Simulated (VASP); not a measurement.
Ni, 1 atom in the cell. Symmetry: Fm-3m, No. 225, cubic system. Conventional cell: a = 3.515 Å, b = 3.515 Å, c = 3.515 Å, α = 90.00°, β = 90.00°, γ = 90.00°. Around Ni (site symmetry m-3m) lie 12 Ni at 2.49 Å. 

| Property | Result |
| --- | --- |
| Program | VASP 6.6.1 |
| Task | relaxation of cell and atoms |
| Functional | PBE |
| Potentials or basis | VASP PAW PBE potentials, release 64 (Ni) |
| Cutoff | 350 eV |
| k mesh | 20 × 20 × 20 |
| Occupations | gaussian, width 0.1 eV |
| Spin | collinear spin, ferromagnetic start |
| Starting moments | [0.8] μB |
| Further INCAR settings | ALGO = Normal; EDIFF = 1e-07; IBRION = 2; EDIFFG = -0.002; NSW = 80; ISIF = 3 |

Potentials or basis: VASP PAW PBE potentials, release 64 (Ni).

Command:

```console
$ cat potpaw_PBE.64/Ni/POTCAR > POTCAR
$ mpirun -np 1 vasp_std > vasp.out
```

Hardware: 1 thread of Intel(R) Xeon(R) Platinum 8488C (Sapphire Rapids), on a shared host.

Task: Estimate the wall time of this run.

Result: It took 31 s on 1 thread of Intel(R) Xeon(R) Platinum 8488C (Sapphire Rapids) (shared host), peak memory 0.14 GiB. Counts: scf iterations 25, k points 256, ion steps 3.
